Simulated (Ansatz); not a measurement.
# TePb under changes of volume

One of the cells (33.730 Å³/atom); the others are scaled copies at fixed shape and fractional positions:

```
CELL_PARAMETERS angstrom
0.00000 3.23100 3.23100
3.23100 0.00000 3.23100
3.23100 3.23100 0.00000
ATOMIC_POSITIONS crystal
Pb 0.00000 0.00000 0.00000
Te 0.50000 0.50000 0.50000
```

- Program: Ansatz 0.2.0
- Functional: rPW86-PBE
- Dispersion: rVV10
- Potentials or basis: Ansatz PAW
- Cutoff: 420 eV (not typed: the program's choice for these potentials)
- k mesh: 7 × 7 × 7
- Occupations: fermi-dirac, width 0.05 eV
- Spin: no spin polarisation

```tsv
volume (Å³/atom)	energy over the lowest point (meV/atom)	pressure (GPa)
31.706	76.36	6.6
32.380	51.64	5.2
33.055	32.40	4.0
33.730	?	?
34.404	8.18	1.9
35.079	2.28	1.0
35.753	0.00	0.1
```

Task: What does the run at 33.730 Å³/atom give?

Result: Energy over the lowest point 18.07 meV/atom; pressure 2.9 GPa.

Worked out: A Birch-Murnaghan fit of order 3 (a polynomial in V^(-2/3)) to the other rows has its minimum at 35.88 Å³/atom, just outside them, with B0 = V·E''(V) = 40 GPa and B' = 4.5. It gives 18.06 meV/atom at 33.730 Å³/atom, against the run's 18.07, and -dE/dV = 2.9 GPa, against 2.9.

Energies are extrapolated to zero smearing.

Caveats: the PAW data sets come from PBE, with cores solved anew for the run's functional, which leaves a small shift of forces and pressure.
